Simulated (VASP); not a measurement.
# Ge (Fd-3m) in VASP: a series of runs

Runs on Ge. Level: PBE. Tasks: relaxation of the atoms.

Everything below comes from runs of VASP 6.6.1. Logs are shortened: lines on timing, memory, paths and dates and some standing lists are left out, and cuts for length are marked.

**The experiment to reproduce.**

“Electronic and optical properties of SixGe1-x-ySny alloys lattice-matched to Ge”, 2021, arxiv:2109.02782 reports, for a bulk crystal of Ge at 300 K: band gap 0.807 eV (direct).

The runs below are set against these values where they give the same quantity.

## 1. Starting point

Symmetry: Fd-3m, No. 227, cubic system. Conventional cell: a = 5.761 Å, b = 5.761 Å, c = 5.761 Å, α = 90.00°, β = 90.00°, γ = 90.00°. Around Ge (site symmetry -43m) lie 4 Ge at 2.49 Å.

## 2. Relaxation of the atoms, PBE (a relaxed cell with its volume scaled by 0.94)

INCAR reads:

```
PREC     = Accurate       # precision mode
ENCUT    = 600            # plane-wave cutoff, eV
EDIFF    = 1E-7           # SCF threshold, eV
ISMEAR   = 0              # smearing method
SIGMA    = 0.03           # smearing width, eV
LREAL    = False          # projectors in reciprocal space
LASPH    = True           # aspherical terms in the spheres
NELM     = 80             # most SCF steps
ALGO     = Normal         # electronic algorithm
ISIF     = 2              # what is computed and relaxed
LWAVE    = False          # write WAVECAR
LCHARG   = False          # write CHGCAR
GGA      = PE             # functional
IBRION   = 2              # ionic algorithm
NSW      = 40             # ionic steps
EDIFFG   = -0.01          # ionic threshold
```

KPOINTS reads:

```
Automatic mesh
0
Gamma
  10 10 10
```

POSCAR reads:

```
Ge                                      
1.0
   -0.0000000000      2.8216990947      2.8216990947
    2.8216990947      0.0000000000      2.8216990947
    2.8216990947      2.8216990947      0.0000000000
  Ge            
     2
Direct
     1.0000000000000000    1.0000000000000000    1.0000000000000000
     0.2500000000000000    0.2500000000000000    0.2500000000000000
```

Potentials or basis: VASP PAW PBE potentials, release 64 (Ge_d).

Started as:

```bash
cat potpaw_PBE.64/Ge_d/POTCAR > POTCAR
mpirun -np 1 vasp_std > vasp.out
```

OUTCAR:

```text
PREC = Accurate
   ENCUT = 600
   EDIFF = 1E-7
   ISMEAR = 0
   LREAL = False
   LASPH = True
   NELM = 80
   ISIF = 2
   GGA = PE
   IBRION = 2
   NSW = 40
   EDIFFG = -0.01

 ion  position               nearest neighbor table
   1  0.000  0.000  0.000-   2 2.44   2 2.44   2 2.44   2 2.44
   2  0.250  0.250  0.250-   1 2.44   1 2.44   1 2.44   1 2.44

  LATTYP: Found a face centered cubic cell.
 ALAT       =     5.6433981894

  Lattice vectors:

 A1 = (   0.0000000000,   2.8216990947,   2.8216990947)
 A2 = (   2.8216990947,   0.0000000000,   2.8216990947)
 A3 = (   2.8216990947,   2.8216990947,   0.0000000000)

Analysis of symmetry for initial positions (statically):
=====================================================================
 Subroutine PRICEL returns:
 Original cell was already a primitive cell.

 Routine SETGRP: Setting up the symmetry group for a
 face centered cubic supercell.

 Subroutine GETGRP returns: Found 48 space group operations
 (whereof 24 operations were pure point group operations)
 out of a pool of 48 trial point group operations.

The static configuration has the point symmetry T_d .
 The point group associated with its full space group is O_h .

Analysis of symmetry for dynamics (positions and initial velocities):
=====================================================================
 Subroutine PRICEL returns:
 Original cell was already a primitive cell.

 Routine SETGRP: Setting up the symmetry group for a
 face centered cubic supercell.

 Subroutine GETGRP returns: Found 48 space group operations
 (whereof 24 operations were pure point group operations)
 out of a pool of 48 trial point group operations.

The dynamic configuration has the point symmetry T_d .
 The point group associated with its full space group is O_h .

 Subroutine INISYM returns: Found 48 space group operations
 (whereof 24 operations are pure point group operations),
 and found     1 'primitive' translations

----------------------------------------------------------------------------------------

                                     Primitive cell

  volume of cell :      44.9327

  direct lattice vectors                    reciprocal lattice vectors
     0.000000000  2.821699095  2.821699095    -0.177198200  0.177198200  0.177198200
     2.821699095  0.000000000  2.821699095     0.177198200 -0.177198200  0.177198200
     2.821699095  2.821699095  0.000000000     0.177198200  0.177198200 -0.177198200

  length of vectors
     3.990485129  3.990485129  3.990485129     0.306916285  0.306916285  0.306916285

  position of ions in fractional coordinates (direct lattice)
     0.000000000  0.000000000  0.000000000
     0.250000000  0.250000000  0.250000000

  ion indices of the primitive-cell ions
   primitive index   ion index
                 1           1
                 2           2

----------------------------------------------------------------------------------------

 KPOINTS: Automatic mesh

Automatic generation of k-mesh.
 Grid dimensions read from file:
 generate k-points for:   10   10   10

 Generating k-lattice:

  Cartesian coordinates                     Fractional coordinates (reciprocal lattice)
    -0.017719820  0.017719820  0.017719820     0.100000000  0.000000000  0.000000000
     0.017719820 -0.017719820  0.017719820     0.000000000  0.100000000  0.000000000
     0.017719820  0.017719820 -0.017719820     0.000000000  0.000000000  0.100000000

  Length of vectors
     0.030691629  0.030691629  0.030691629

  Shift w.r.t. Gamma in fractional coordinates (k-lattice)
     0.000000000  0.000000000  0.000000000

 Subroutine IBZKPT returns following result:
 ===========================================

 Found     47 irreducible k-points:

 Following reciprocal coordinates:
            Coordinates               Weight
  0.000000  0.000000  0.000000      1.000000
  0.100000  0.000000  0.000000      8.000000
  0.200000  0.000000  0.000000      8.000000
  0.300000  0.000000  0.000000      8.000000
  0.400000  0.000000  0.000000      8.000000
  0.500000  0.000000  0.000000      4.000000
[... 16 lines left out ...]
  0.300000  0.300000  0.000000      6.000000
  0.400000  0.300000  0.000000     24.000000
 [... further k-points ...]
   k-points           NKPTS =     47   k-points in BZ     NKDIM =     47   number of bands    NBANDS=     18
   number of dos      NEDOS =    301   number of ions     NIONS =      2
   total plane-waves  NPLWV =  32768
   dimension x,y,z NGX =    32 NGY =   32 NGZ =   32
   dimension x,y,z NGXF=    64 NGYF=   64 NGZF=   64
   ions per type =               2
   NGX,Y,Z   is equivalent  to a cutoff of  13.33, 13.33, 13.33 a.u.
   NGXF,Y,Z  is equivalent  to a cutoff of  26.66, 26.66, 26.66 a.u.
 SYSTEM =  unknown system
   PREC   = accura    normal or accurate (medium, high low for compatibility)
   ISTART =      0    job   : 0-new  1-cont  2-samecut
   ICHARG =      2    charge: 1-file 2-atom 10-const
   ISPIN  =      1    spin polarized calculation?
   LNONCOLLINEAR =      F non collinear calculations
   LSORBIT =      F    spin-orbit coupling
   LASPH  =      T    aspherical Exc in radial PAW
   ENCUT  =  600.0 eV  44.10 Ry    6.64 a.u.   7.97  7.97  7.97*2*pi/ulx,y,z
   NELM   =     80;   NELMIN=  2; NELMDL= -5     # of ELM steps
   EDIFF  = 0.1E-06   stopping-criterion for ELM
   LREAL  =      F    real-space projection
   EDIFFG = -.1E-01   stopping-criterion for IOM
   NSW    =     40    number of steps for IOM
   IBRION =      2    ionic relax: 0-MD 1-quasi-New 2-CG
   NFREE  =      1    steps in history (QN), initial steepest desc. (CG)
   ISIF   =      2    stress and relaxation
   ISYM   =      2    0-nonsym 1-usesym 2-fastsym
   POTIM  = 0.5000    time-step for ionic-motion
   TEBEG  =    0.0;   TEEND  =   0.0 temperature during run
   PSTRESS=    0.0 pullay stress
   NELECT =      28.0000    total number of electrons
   NUPDOWN=      -1.0000    fix difference up-down
   EMIN   =  10.00;   EMAX   =-10.00  energy-range for DOS
   EFERMI =   0.00;   METHOD = LEGACY
   ISMEAR =     0;   SIGMA  =   0.03  broadening in eV -4-tet -1-fermi 0-gaus
   EFERMI_NEDOS =   21; number of points for ismear=-14 and -15
   IALGO  =     38    algorithm
   IMIX   =      4    mixing-type and parameters
     AMIX     =   0.40;   BMIX     =  1.00
     AMIX_MAG =   1.60;   BMIX_MAG =  1.00
  volume/ion in A,a.u.               =      22.47       151.61
  Fermi-wavevector in a.u.,A,eV,Ry     =   1.398321  2.642443 26.603485  1.955301
  Thomas-Fermi vector in A             =   2.521490
   LORBIT       =      0    0 simple, 1 ext, 2 COOP (PROOUT), +10 PAW based schemes
   GGA     = PE    functional components
   LHFCALC =     F    Hartree Fock is set to
   AEXX    =    0.0000 exact exchange contribution
   IVDW    =     0    specifies the selected vdW correction
   LEPSILON=     F    determine dielectric tensor
   LRPA    =     F    only Hartree local field effects (RPA)
 conjugate gradient relaxation of ions
 non-spin polarized calculation
 Gauss-broadening in eV      SIGMA  =   0.03
  energy-cutoff  :      600.00
  volume of cell :       44.93
 maximum number of plane-waves:      1524
   NGX = 15   NGY = 15   NGZ = 15

 number of electron      28.0000006 magnetization

 Free energy of the ion-electron system (eV)
  ---------------------------------------------------
  ext. energy  EPLUGINS =         0.00000000
  ---------------------------------------------------
  free energy    TOTEN  =        -8.99838344 eV

  energy without entropy =       -8.99838071  energy(sigma->0) =       -8.99838207

 E-fermi :   5.1242     XC(G=0):  -9.9608

 val. band max:        5.0676557166   @ k =   0.0000   0.0000   0.0000
 cond. band min:       5.1724426914   @ k =   0.0000   0.0000   0.0000
 fundamental gap:      0.1047869749
 Fermi energy:         5.1242161154

 k-point     1 :       0.0000    0.0000    0.0000
  band No.  band energies     occupation
      1     -19.7587      2.00000
      2     -19.7587      2.00000
      3     -19.7587      2.00000
      4     -19.7219      2.00000
      5     -19.7219      2.00000
      6     -19.5072      2.00000
[... 10 lines left out ...]
     17       7.6253      0.00000
     18       7.6253      0.00000

 k-point     2 :       0.1000    0.0000    0.0000
  band No.  band energies     occupation
      1     -19.7646      2.00000
      2     -19.7646      2.00000
      3     -19.7570      2.00000
      4     -19.7138      2.00000
      5     -19.7138      2.00000
      6     -19.5160      2.00000
[... 10 lines left out ...]
     17       7.9364      0.00000
     18       8.2284      0.00000

 k-point     3 :       0.2000    0.0000    0.0000
  band No.  band energies     occupation
      1     -19.7737      2.00000
      2     -19.7737      2.00000
      3     -19.7527      2.00000
      4     -19.6993      2.00000
      5     -19.6993      2.00000
      6     -19.5281      2.00000
[... 10 lines left out ...]
     17       8.5042      0.00000
     18       9.8473      0.00000

 k-point     4 :       0.3000    0.0000    0.0000
  band No.  band energies     occupation
      1     -19.7799      2.00000
      2     -19.7799      2.00000
      3     -19.7472      2.00000
      4     -19.6874      2.00000
      5     -19.6874      2.00000
      6     -19.5368      2.00000
[... 375 lines left out ...]
      4     -19.6888      2.00000
      5     -19.6649      2.00000
      6     -19.5623      2.00000
[... 10 lines left out ...]
     17       9.3493      0.00000
     18      10.2417      0.00000

 k-point    23 :       0.3000    0.3000    0.0000
  band No.  band energies     occupation
      1     -19.7824      2.00000
      2     -19.7824      2.00000
      3     -19.7596      2.00000
      4     -19.6729      2.00000
      5     -19.6303      2.00000
      6     -19.6192      2.00000
[... 10 lines left out ...]
     17      11.8349      0.00000
     18      11.8349      0.00000

 k-point    24 :       0.4000    0.3000    0.0000
  band No.  band energies     occupation
      1     -19.7930      2.00000
      2     -19.7871      2.00000
      3     -19.7427      2.00000
      4     -19.6574      2.00000
      5     -19.6371      2.00000
      6     -19.6127      2.00000
[... 10 lines left out ...]
     17      11.7991      0.00000
     18      12.3396      0.00000

 [... further k-points ...]
[... 5 lines left out ...]
  --------------------------------------------------------------------------------------
  -------------------------------------------------------------------------------------
  Total        1.1575831      1.1575831      1.1575831     -0.0000000      0.0000000     -0.0000000
  in kB       41.2762922     41.2762922     41.2762922     -0.0000000      0.0000000     -0.0000000
  external PRESSURE =      41.2762922 kB  Pullay stress =       0.0000000 kB

 VOLUME and BASIS-vectors are now :
 -----------------------------------------------------------------------------
  energy-cutoff  :      600.00
  volume of cell :       44.93
      direct lattice vectors                 reciprocal lattice vectors
     0.000000000  2.821699095  2.821699095    -0.177198200  0.177198200  0.177198200
     2.821699095  0.000000000  2.821699095     0.177198200 -0.177198200  0.177198200
     2.821699095  2.821699095  0.000000000     0.177198200  0.177198200 -0.177198200

 POSITION                                       TOTAL-FORCE (eV/Angst)
 -----------------------------------------------------------------------------------
      0.00000      0.00000      0.00000        -0.000000     -0.000000      0.000000
      1.41085      1.41085      1.41085         0.000000      0.000000     -0.000000
 -----------------------------------------------------------------------------------
    total drift:                               -0.000000      0.000000      0.000000

  FREE ENERGIE OF THE ION-ELECTRON SYSTEM (eV)
  ---------------------------------------------------
  free  energy   TOTEN  =        -8.9983834351 eV

  energy  without entropy=       -8.9983807064  energy(sigma->0) =       -8.99838207

 reached required accuracy - stopping structural energy minimisation
```

It took 14 s on 1 thread of Intel Xeon 6975P-C (Granite Rapids), shared host; peak memory 0.18 GiB.

What came out:

```
Free energy             : -8.9984 eV
Pressure after relaxing : 4.1 GPa
Band gap on the k mesh  : 0.10 eV, direct
```

Final structure:
```xyz
2
Lattice="0.0000 2.8217 2.8217 2.8217 0.0000 2.8217 2.8217 2.8217 0.0000" Properties=species:S:1:pos:R:3 pbc="T T T"
Ge    0.0000    0.0000    0.0000
Ge    1.4109    1.4109    1.4109
```

Caveat: the relaxation stopped at its first step, so nothing moved. A k mesh can miss the band edges.

(Continued in part 2 of 3.)
